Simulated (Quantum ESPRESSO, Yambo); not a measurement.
An input for Yambo 5.3.0 (BeTe (F-43m)):

```
HF_and_locXC
gw0
dyson
ppa
em1d
rim_cut
RandQpts= 1000000
RandGvec= 1 RL
EXXRLvcs= 88 Ry
VXCRLvcs= 352 Ry
Chimod= "HARTREE"
% BndsRnXp
 1 | 180 |
%
NGsBlkXp= 17 Ry
% LongDrXp
 1 | 1 | 1 |
%
% GbndRnge
 1 | 180 |
%
DysSolver= "n"
ExtendOut
PPAPntXp= 27.21138 eV
% QPkrange
 1 | 1 | 13 | 16 |
 7 | 7 | 13 | 16 |
%
```

```sh
OMP_NUM_THREADS=1 mpirun -n 4 yambo -F gw1.in -J gw1 -C gw1 > gw1.log
```

The stored states that it reads are on a 4×4×4 mesh. Symmetry: F-43m, No. 216, cubic system. Conventional cell: a = 5.663 Å, b = 5.663 Å, c = 5.663 Å, α = 90.00°, β = 90.00°, γ = 90.00°. Be has 4 Te at 2.45 Å nearest. Nearest to Te lie 4 Be at 2.45 Å. Farther neighbours and most contacts between anions are not listed.

Question: Estimate wall time and host memory on 4 MPI ranks of Arm Neoverse V2, shared host.

It took 3.6 min; on shared hardware allow 1.8 min to 7.3 min. Peak host memory was 1.8 GiB.

The screening grows as filled bands × empty bands × pairs of k points, times the square of the screening basis for the matrix.

[Paths, hosts, dates, memory and timing lines, banners, echoed tables and standing remarks are left out of the program output.]

[Logs are printed without paths, hosts, clocks, repeated set-up lines and the standing remarks that a program may print on its own settings, such as how far it seeks lower states.]

[Runs of the session that timed out or met a known fault of the program may be left out.]

[Hosts, paths, dates, database ids (printed as entryN), source tags and the programs' standing remarks are cut or masked in the printed files.]
